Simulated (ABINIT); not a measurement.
# PtSe2 (Sudovikovite) (P-3m1) in ABINIT: a series of runs

Aim: see how the results for PtSe2 (Sudovikovite) move with the level of theory and the settings. Levels: LDA, PBEsol, PBE. Tasks: single point.

All numbers are computed with ABINIT 10.8.3 (patched build); they aren't measurements. Logs are shortened: lines on timing, memory, paths and dates and some standing lists are left out, and cuts for length are marked. The log counts tension as positive stress, the text compression.

## Step 1: Starting point

It takes space group P-3m1 (No. 164, trigonal). Conventional cell: a = 3.724 Å, b = 3.724 Å, c = 5.062 Å, α = 90.00°, β = 90.00°, γ = 120.00°. Around Pt (site symmetry -3m) lie 6 Se at 2.49 Å. Se (site symmetry 3m) has 3 Pt at 2.49 Å as nearest neighbours.

## Step 2: Single point, LDA

run.abi reads:

```
pp_dirpath "./"
pseudos "Pt_sc.hgh, Se.hgh"

acell 3*1.0 Angstrom
rprim
     3.7240000000     0.0000000000     0.0000000000
    -1.8620000000     3.2250786037     0.0000000000
     0.0000000000     0.0000000000     5.0620000000
ntypat 2
znucl 78 34
natom 3
typat 1 2 2
xred
     0.0000000000     0.0000000000     0.0000000000
     0.6666666667     0.3333333333     0.7500000000
     0.3333333333     0.6666666667     0.2500000000

ecut 62.0

kptopt 1
ngkpt 6 6 4
nshiftk 1
shiftk 0.0 0.0 0.0

ixc 7

nband 19
occopt 3
tsmear 0.00183747

nstep 100
tolvrs 1.0e-10

iomode 3
prtwf 0
prteig 0
prtebands 0
enunit 2
prtden 1
prtvha 1
prtvclmb 1
prtpot 1
prtelf 1
```

Potentials or basis: HGH LDA semicore.

On the command line:

```bash
$ mpirun --bind-to none -np 4 abinit run.abi > log 2>&1
```

run.abo:

```text
.Version 10.8.3 of ABINIT
 Symmetries : space group P-3 m 1 (#164); Bravais hP (primitive hexag.)
================================================================================
 Values of the parameters that define the memory need of the present run
     intxc =       0    ionmov =       0      iscf =       7    lmnmax =       7
     lnmax =       7     mgfft =      72  mpssoang =       3    mqgrid =    3391
     natom =       3  nloc_mem =       1    nspden =       1   nspinor =       1
    nsppol =       1      nsym =      12    n1xccc =       0    ntypat =       2
    occopt =       3   xclevel =       1
       mpw =        9592          nfft =      180000          nkpt =          24
================================================================================
================================================================================

--------------------------------------------------------------------------------
------------- Echo of variables that govern the present computation ------------
--------------------------------------------------------------------------------
 -outvars: echo values of preprocessed input variables --------
            acell      1.8897261259E+00  1.8897261259E+00  1.8897261259E+00 Bohr
              amu      1.95080000E+02  7.89600000E+01
             ecut      6.20000000E+01 Hartree
           enunit           2
              ixc           7
         kptrlatt        6    0    0      0    6    0      0    0    4
          kptrlen      3.82631746E+01
            natom           3
            nband          19
            ngfft          50      50      72
             nkpt          24
            nstep         100
             nsym          12
           ntypat           2
           occopt           3
        prtebands           0
           prteig           0
           prtelf           1
           prtpot           1
         prtvclmb           1
           prtvha           1
            prtwf           0
            rprim      3.7240000000E+00  0.0000000000E+00  0.0000000000E+00
                      -1.8620000000E+00  3.2250786037E+00  0.0000000000E+00
                       0.0000000000E+00  0.0000000000E+00  5.0620000000E+00
          spgroup         164
           tolvrs      1.00000000E-10
           tsmear      1.83747000E-03 Hartree
            typat      1  2  2
           xangst      0.0000000000E+00  0.0000000000E+00  0.0000000000E+00
                       1.8620000000E+00  1.0750262012E+00  3.7965000000E+00
                       9.4261207053E-18  2.1500524025E+00  1.2655000000E+00
            xcart      0.0000000000E+00  0.0000000000E+00  0.0000000000E+00
                       3.5186700464E+00  2.0315050985E+00  7.1743452370E+00
                       1.7812786563E-17  4.0630101970E+00  2.3914484123E+00
             xred      0.0000000000E+00  0.0000000000E+00  0.0000000000E+00
                       6.6666666667E-01  3.3333333333E-01  7.5000000000E-01
                       3.3333333333E-01  6.6666666667E-01  2.5000000000E-01
            znucl       78.00000   34.00000

================================================================================

 chkinp: Checking input parameters for consistency.

================================================================================
== DATASET  1 ==================================================================

--- !DatasetInfo
iteration_state: {dtset: 1, }
dimensions: {natom: 3, nkpt: 24, mband: 19, nsppol: 1, nspinor: 1, nspden: 1, mpw: 9592, }
cutoff_energies: {ecut:  62.0, pawecutdg:  -1.0, }
electrons: {nelect:   3.00000000E+01, charge:   0.00000000E+00, occopt:   3.00000000E+00, tsmear:   1.83747000E-03, }
meta: {optdriver: 0, ionmov: 0, optcell: 0, iscf: 7, paral_kgb: 0, }
...

 Exchange-correlation functional for the present dataset will be:
  LDA: Perdew-Wang 92 LSD fit to Ceperley-Alder data - ixc=7
  J.P.Perdew and Y.Wang, PRB 45, 13244 (1992)

 Real(R)+Recip(G) space primitive vectors, cartesian coordinates (Bohr,Bohr^-1):
 R(1)=  7.0373401  0.0000000  0.0000000  G(1)=  0.1420991  0.0820410  0.0000000
 R(2)= -3.5186700  6.0945153  0.0000000  G(2)=  0.0000000  0.1640820  0.0000000
 R(3)=  0.0000000  0.0000000  9.5657936  G(3)=  0.0000000  0.0000000  0.1045392
 Unit cell volume ucvol=  4.1026902E+02 bohr^3
 Angles (23,13,12)=  9.00000000E+01  9.00000000E+01  1.20000000E+02 degrees

 getcut: wavevector=  0.0000  0.0000  0.0000  ngfft=  50  50  72
         ecut(hartree)=     62.000   => boxcut(ratio)=   2.00501

--- Pseudopotential description ------------------------------------------------
[... 62 lines left out ...]
  sigma(1 1)=  8.63986371E-06  sigma(3 2)=  0.00000000E+00
  sigma(2 2)=  8.63986366E-06  sigma(3 1)=  0.00000000E+00
  sigma(3 3)=  4.43448641E-05  sigma(2 1)=  0.00000000E+00

--- !ResultsGS
iteration_state: {dtset: 1, }
comment   : Summary of ground state results
lattice_vectors:
- [  7.0373401,   0.0000000,   0.0000000, ]
- [ -3.5186700,   6.0945153,   0.0000000, ]
- [  0.0000000,   0.0000000,   9.5657936, ]
lattice_lengths: [   7.03734,    7.03734,    9.56579, ]
lattice_angles: [ 90.000,  90.000, 120.000, ] # degrees, (23, 13, 12)
lattice_volume:   4.1026902E+02
convergence: {deltae: -2.814E-12, res2:  1.716E-11, residm:  2.138E-08, diffor: null, }
etotal    :  -1.40212089E+02
entropy   :   0.00000000E+00
fermie    :   2.49924997E-01
cartesian_stress_tensor: # hartree/bohr^3
- [  8.63986371E-06,   0.00000000E+00,   0.00000000E+00, ]
- [  0.00000000E+00,   8.63986366E-06,   0.00000000E+00, ]
- [  0.00000000E+00,   0.00000000E+00,   4.43448641E-05, ]
pressure_GPa:  -6.0435E-01
xred      :
- [  0.0000E+00,   0.0000E+00,   0.0000E+00, Pt]
- [  6.6667E-01,   3.3333E-01,   7.5000E-01, Se]
- [  3.3333E-01,   6.6667E-01,   2.5000E-01, Se]
cartesian_forces: # hartree/bohr
- [  6.37704300E-30,   3.68178749E-30,  -0.00000000E+00, ]
- [  2.55081720E-29,   3.68178749E-29,  -3.52570738E-03, ]
- [ -3.18852150E-29,  -4.04996624E-29,   3.52570738E-03, ]
force_length_stats: {min:   7.36357499E-30, max:   3.52570738E-03, mean:   2.35047159E-03, }
...

 Integrated electronic density in atomic spheres:
 ------------------------------------------------
 Atom  Sphere_radius  Integrated_density
    1        2.00000         14.49361929
    2        2.00000          3.23601182
    3        2.00000          3.23601182
================================================================================

 ----iterations are completed or convergence reached----

 Mean square residual over all n,k,spin=   92.075E-12; max=  21.378E-09
 reduced coordinates (array xred) for    3 atoms
       0.000000000000      0.000000000000      0.000000000000
       0.666666666667      0.333333333333      0.750000000000
       0.333333333333      0.666666666667      0.250000000000
 rms dE/dt=  1.5899E-02; max dE/dt=  3.3726E-02; dE/dt below (all hartree)
    1       0.000000000000      0.000000000000      0.000000000000
    2      -0.000000000000     -0.000000000000      0.033726189295
    3       0.000000000000      0.000000000000     -0.033726189295

 cartesian coordinates (angstrom) at end:
    1      0.00000000000000     0.00000000000000     0.00000000000000
    2      1.86200000000000     1.07502620123333     3.79650000000000
    3      0.00000000000000     2.15005240246667     1.26550000000000

 cartesian forces (hartree/bohr) at end:
    1      0.00000000000000     0.00000000000000    -0.00000000000000
    2      0.00000000000000     0.00000000000000    -0.00352570738314
    3     -0.00000000000000    -0.00000000000000     0.00352570738314
 frms,max,avg= 1.6620344E-03 3.5257074E-03   0.000E+00  0.000E+00  0.000E+00 h/b

 cartesian forces (eV/Angstrom) at end:
    1      0.00000000000000     0.00000000000000    -0.00000000000000
    2      0.00000000000000     0.00000000000000    -0.18129916308064
    3     -0.00000000000000    -0.00000000000000     0.18129916308064
 frms,max,avg= 8.5465245E-02 1.8129916E-01   0.000E+00  0.000E+00  0.000E+00 e/A
 length scales=  1.889726125908  1.889726125908  1.889726125908 bohr
              =  1.000000000000  1.000000000000  1.000000000000 angstroms
 Fermi (or HOMO) energy (hartree) =   0.24992   Average Vxc (hartree)=  -0.39686
 Eigenvalues (hartree) for nkpt=  24  k points:
 kpt#   1, nband= 19, wtk=  0.00694, kpt=  0.0000  0.0000  0.0000 (reduced coord)
  -3.40814   -1.73744   -1.73744   -1.73416   -0.32930   -0.22594   -0.01486    0.01172
   0.01172    0.10367    0.10367    0.15653    0.21049    0.21049    0.26511    0.30456
   0.30456    0.37831    0.39588
      occupation numbers for kpt#   1
   2.00000    2.00000    2.00000    2.00000    2.00000    2.00000    2.00000    2.00000
   2.00000    2.00000    2.00000    2.00000    2.00000    2.00000    0.00052    0.00000
   0.00000    0.00000    0.00000
 prteigrs : prtvol=0 or 1, do not print more k-points.

 Fermi (or HOMO) energy (eV) =   6.80081   Average Vxc (eV)= -10.79917
 Eigenvalues (   eV  ) for nkpt=  24  k points:
 kpt#   1, nband= 19, wtk=  0.00694, kpt=  0.0000  0.0000  0.0000 (reduced coord)
 -92.74030  -47.27820  -47.27820  -47.18893   -8.96077   -6.14824   -0.40437    0.31902
   0.31902    2.82097    2.82097    4.25945    5.72784    5.72784    7.21392    8.28763
   8.28763   10.29424   10.77236
 prteigrs : prtvol=0 or 1, do not print more k-points.

--- !EnergyTerms
iteration_state     : {dtset: 1, }
comment             : Components of total free energy in Hartree
kinetic             :  4.47417599665916E+01
hartree             :  4.35114310437199E+01
xc                  : -1.57161986709853E+01
Ewald energy        : -8.97994827757106E+01
psp_core            :  4.78488535656303E+00
local_psp           : -1.16006024433874E+02
non_local_psp       : -1.17281776624465E+01
internal            : -1.40211807176142E+02
'-kT*entropy'       : -2.81946565551492E-04
total_energy        : -1.40212089122707E+02
total_energy_eV     : -3.81536531347390E+03
band_energy         : -1.65696455087657E+01
...

 Cartesian components of stress tensor (hartree/bohr^3)
  sigma(1 1)=  8.63986371E-06  sigma(3 2)=  0.00000000E+00
  sigma(2 2)=  8.63986366E-06  sigma(3 1)=  0.00000000E+00
  sigma(3 3)=  4.43448641E-05  sigma(2 1)=  0.00000000E+00

-Cartesian components of stress tensor (GPa)         [Pressure= -6.0435E-01 GPa]
- sigma(1 1)=  2.54193566E-01  sigma(3 2)=  0.00000000E+00
- sigma(2 2)=  2.54193565E-01  sigma(3 1)=  0.00000000E+00
- sigma(3 3)=  1.30467094E+00  sigma(2 1)=  0.00000000E+00

== END DATASET(S) ==============================================================
================================================================================

 -outvars: echo values of variables after computation  --------
            acell      1.8897261259E+00  1.8897261259E+00  1.8897261259E+00 Bohr
           etotal     -1.4021208912E+02
            fcart      6.3770430011E-30  3.6817874933E-30 -0.0000000000E+00
                       2.5508172005E-29  3.6817874933E-29 -3.5257073831E-03
                      -3.1885215006E-29 -4.0499662427E-29  3.5257073831E-03
            rprim      3.7240000000E+00  0.0000000000E+00  0.0000000000E+00
                      -1.8620000000E+00  3.2250786037E+00  0.0000000000E+00
                       0.0000000000E+00  0.0000000000E+00  5.0620000000E+00
           strten      8.6398637061E-06  8.6398636573E-06  4.4344864066E-05
                       0.0000000000E+00  0.0000000000E+00  0.0000000000E+00
           xangst      0.0000000000E+00  0.0000000000E+00  0.0000000000E+00
                       1.8620000000E+00  1.0750262012E+00  3.7965000000E+00
                       9.4261207053E-18  2.1500524025E+00  1.2655000000E+00
             xred      0.0000000000E+00  0.0000000000E+00  0.0000000000E+00
                       6.6666666667E-01  3.3333333333E-01  7.5000000000E-01
                       3.3333333333E-01  6.6666666667E-01  2.5000000000E-01
 Calculation completed.
```

It took 44 s on 4 MPI ranks of AMD EPYC 7R43 (Zen 3), shared host; peak memory 0.4 GiB.

What came out:

- Free energy: -3815.3653 eV
- Pressure: -0.6 GPa
- Largest force: 0.181 eV/Å
- Band gap on the k mesh: none (metal or under the smearing width)
- Valence electrons inside the program's atomic spheres: Pt 14.49; Se 3.24

Forces on the atoms (eV/Å):
```
Pt   0.000  0.000  0.000
Se   0.000  0.000 -0.181
Se   0.000  0.000  0.181
```

Caveat: HGH potentials are hard and often keep d shells in the core, so these values are rough.

## Step 3: Single point, PBEsol

run.abi reads:

```
# Pseudopotentials
pp_dirpath "./"
pseudos "Pt.upf, Se.upf"

# Structure
acell 7.0373400881 7.0373400881 9.5657936429
rprim
     1.0000000000     0.0000000000     0.0000000000
    -0.5000000000     0.8660254038     0.0000000000
     0.0000000000     0.0000000000     1.0000000000
ntypat 2
znucl 78 34
natom 3
typat 1 2 2
xred
     0.0000000000     0.0000000000     0.0000000000
     0.6666666667     0.3333333333     0.7500000000
     0.3333333333     0.6666666667     0.2500000000

# Plane-wave basis
ecut 39.0

# k points
kptopt 1
ngkpt 6 6 4
nshiftk 1
shiftk 0.0 0.0 0.0

# Exchange and correlation
ixc -116133

# Bands and occupations
nband 30
occopt 3
tsmear 0.05 eV

# SCF cycle
nstep 100
tolvrs 1.0e-10

# Output
iomode 3
prtwf 0
prtden 0
prteig 0
prtebands 0
enunit 2
```

Potentials or basis: PseudoDojo NC SR PBEsol v0.4.1 standard.

On the command line:

```bash
$ abinit run.abi > log 2>&1
```

Run time: 2.5 min. Hardware: 1 thread of Arm Neoverse V1, shared host; peak memory 0.12 GiB.

The run converged. Its results:

```yaml
Free_energy: -10144.9377 eV
Pressure: 1.5 GPa
Largest_force: 0.324 eV/Å
Band_gap_on_the_k_mesh: none (metal or under the smearing width)
Valence_electrons_inside_the_program's_atomic_spheres: Pt 14.49; Se 13.21
```

Forces on the atoms (eV/Å):
```
Pt   0.000  0.000  0.000
Se   0.000  0.000 -0.324
Se   0.000  0.000  0.324
```

Stress tensor (GPa, compression positive):
```
1.98 0.00 0.00
0.00 1.98 0.00
0.00 0.00 0.43
```

Levels at points of the mesh, in eV from the Fermi level:
```
           k point  band 21  band 22  band 23  band 24  band 25  band 26  band 27  band 28  band 29  band 30
(0.00, 0.00, 0.00)    -4.00    -2.56    -1.06    -1.06     0.42     1.47     1.47     3.50     4.09     7.25
(0.50, 0.00, 0.00)    -3.73    -3.55    -3.48    -3.40    -2.97     0.65     2.37     4.75     5.75     7.01
(0.00, 0.00, 0.50)    -4.03    -2.98    -1.70    -1.49    -1.49     2.32     2.32     4.72     6.28     6.73
(0.50, 0.00, 0.50)    -3.52    -3.49    -3.21    -2.85    -1.37     0.99     1.52     4.53     4.67     7.12
```

Spin-orbit coupling is left out, which matters for the levels of Pt.

## Step 4: Single point, PBE

Edit run.abi of step 3 so:

```diff
@@ -5,3 +5,3 @@
 # Structure
-acell 7.0373400881 7.0373400881 9.5657936429
+acell 3.724 3.724 5.062 Angstrom
 rprim
@@ -29,3 +29,3 @@
 # Exchange and correlation
-ixc -116133
+ixc 11
 
@@ -43,5 +43,9 @@
 prtwf 0
-prtden 0
 prteig 0
 prtebands 0
-enunit 2
+prtvol 2
+prtden 1
+prtvha 1
+prtvclmb 1
+prtpot 1
+prtelf 1
```

Potentials or basis: PseudoDojo NC SR PBE v0.5 standard.

On the command line:

```bash
$ mpirun --bind-to none -np 4 abinit run.abi > log 2>&1
```

Run time: 22 s. Hardware: 4 MPI ranks of AMD EPYC 9R45 (Zen 5), shared host; peak memory 0.36 GiB.

Results (log left out):

```
Free energy                                           : -10152.6696 eV
Pressure                                              : 6.7 GPa
Largest force                                         : 0.574 eV/Å
Band gap on the k mesh                                : none (metal or under the smearing width)
Valence electrons inside the program's atomic spheres : Pt 14.50; Se 13.22
```

Forces on the atoms (eV/Å):
```
Pt   0.000  0.000  0.000
Se   0.000  0.000 -0.574
Se   0.000  0.000  0.574
```

Stress tensor (GPa, compression positive):
```
7.34 0.00 0.00
0.00 7.34 0.00
0.00 0.00 5.32
```

Levels at points of the mesh, in eV from the Fermi level:
```
           k point  band 21  band 22  band 23  band 24  band 25  band 26  band 27  band 28  band 29  band 30
(0.00, 0.00, 0.00)    -4.02    -2.58    -1.08    -1.08     0.40     1.45     1.45     3.61     4.20     7.30
(0.50, 0.00, 0.00)    -3.73    -3.56    -3.50    -3.42    -2.98     0.67     2.35     4.79     5.84     7.12
(0.00, 0.00, 0.50)    -4.05    -2.96    -1.72    -1.52    -1.52     2.30     2.30     4.80     6.33     6.78
(0.50, 0.00, 0.50)    -3.54    -3.52    -3.23    -2.86    -1.39     0.99     1.52     4.56     4.79     7.19
```

## Step 5: Single point, LDA

Edit run.abi of step 4 so:

```diff
@@ -20,3 +20,3 @@
 # Plane-wave basis
-ecut 39.0
+ecut 1170.089609 eV
 
@@ -29,3 +29,3 @@
 # Exchange and correlation
-ixc 11
+ixc 7
 
@@ -34,3 +34,3 @@
 occopt 3
-tsmear 0.05 eV
+tsmear 0.00183747
 
@@ -43,9 +43,5 @@
 prtwf 0
+prtden 0
 prteig 0
 prtebands 0
-prtvol 2
-prtden 1
-prtvha 1
-prtvclmb 1
-prtpot 1
-prtelf 1
+enunit 1
```

Potentials or basis: PseudoDojo NC SR LDA v0.4.1 standard.

On the command line:

```bash
$ abinit run.abi > log 2>&1
```

Run time: 3.3 min. Hardware: 1 thread of Arm Neoverse V2, shared host; peak memory 0.13 GiB.

Results (log left out):

```
Free energy                                           : -10152.4495 eV
Pressure                                              : -0.6 GPa
Largest force                                         : 0.184 eV/Å
Band gap on the k mesh                                : none (metal or under the smearing width)
Valence electrons inside the program's atomic spheres : Pt 14.50; Se 13.22
```

Forces on the atoms (eV/Å):
```
Pt   0.000  0.000  0.000
Se   0.000  0.000 -0.184
Se   0.000  0.000  0.184
```

Stress tensor (GPa, compression positive):
```
-0.18  0.00  0.00
 0.00 -0.18  0.00
 0.00  0.00 -1.34
```

Levels at points of the mesh, in eV from the Fermi level:
```csv
k point,band 23,band 24,band 25,band 26,band 27,band 28
"(0.00, 0.00, 0.00)",-1.04,-1.04,0.43,1.47,1.47,3.53
"(0.50, 0.00, 0.00)",-3.45,-3.37,-2.96,0.65,2.37,4.76
"(0.00, 0.00, 0.50)",-1.70,-1.48,-1.48,2.32,2.32,4.75
"(0.50, 0.00, 0.50)",-3.18,-2.82,-1.35,1.00,1.50,4.51
```

## Step 6: The runs side by side

```csv
level,potentials or basis,cutoff (eV),gap on the mesh (eV),pressure (GPa),largest force (eV/Å)
PBEsol,PseudoDojo NC SR PBEsol v0.4.1 standard,1061,none,1.5,0.32
PBE,PseudoDojo NC SR PBE v0.5 standard,1061,none,6.7,0.57
LDA,PseudoDojo NC SR LDA v0.4.1 standard,1170,none,-0.6,0.18
```

Alike in all rows: task single point; no spin polarisation; cell as given; k mesh 6 × 6 × 4; smearing fermi-dirac 0.05 eV.

Total energies depend on the potentials used, so only differences within one code and one set of settings carry meaning.
